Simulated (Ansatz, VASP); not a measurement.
# Two plane-wave programs on Sb

INCAR

```
ALGO = Normal ; EDIFF = 1E-6
ENCUT = 520 ; GGA = RE
ISIF = 2 ; ISMEAR = -1
LASPH = True ; LCHARG = False
LREAL = False ; LWAVE = False
NBANDS = 12 ; NELM = 80
PREC = Accurate ; SIGMA = 0.1
```

File KPOINTS:

```
k-points
0
Gamma
  9 9 9
```

File POSCAR:

```
Sb
1.0
    0.0000000000      3.6186965918      3.6186965918
    3.6186965918      0.0000000000      3.6186965918
    3.6186965918      3.6186965918      0.0000000000
Sb
2
Direct
    0.1250000000      0.1250000000      0.1250000000
    0.8750000000      0.8750000000      0.8750000000
```

Input for Ansatz:

```yaml
crystal:
  lattice:
    - [0.0, 3.6186965918, 3.6186965918]
    - [3.6186965918, 0.0, 3.6186965918]
    - [3.6186965918, 3.6186965918, 0.0]
  atoms:
    - { symbol: Sb, position: [0.125, 0.125, 0.125] }
    - { symbol: Sb, position: [0.875, 0.875, 0.875] }
hamiltonian:
  xc: revpbe
  pseudopotentials:
    kind: paw
    azcp:
      Sb: "pseudopotentials/Sb.paw.azcp"
basis:
  ecutwfc: 420
  fft_grid_basis: typed
kpoints:
  mp_grid: { grid: [9, 9, 9], shift: [0, 0, 0] }
magnetization:
  spin_polarized: false
scf:
  occupations: { method: fermi_dirac, width: 0.1 }
  lower_state_search: "off"
output:
  stress: true
```

Alike in both runs: task single point; functional revPBE; k mesh 9 × 9 × 9; occupations fermi-dirac, width 0.1 eV; no spin polarisation.

|  | VASP | Ansatz |
| --- | --- | --- |
| version | VASP 6.6.1 | Ansatz 0.2.0 |
| potentials or method | VASP PAW PBE potentials, release 64 (Sb) | plane waves (420 eV) with PAW, scalar-relativistic |
| plane-wave cutoff (eV) | 520 | 420 |
| valence electrons in the cell | 10 | 30 |

|  | VASP | Ansatz | Ansatz less VASP |
| --- | --- | --- | --- |
| pressure (GPa) | -2.0 | -1.9 | +0.03 |

With one functional, cell and mesh, what is left measures potentials, basis and numerics. The two sets of potentials don't hold the same shells in valence.

Caveats: the PAW data sets were made with another functional, which shifts forces and pressure a little (VASP). Spin-orbit coupling is left out, which matters for the levels of Sb.
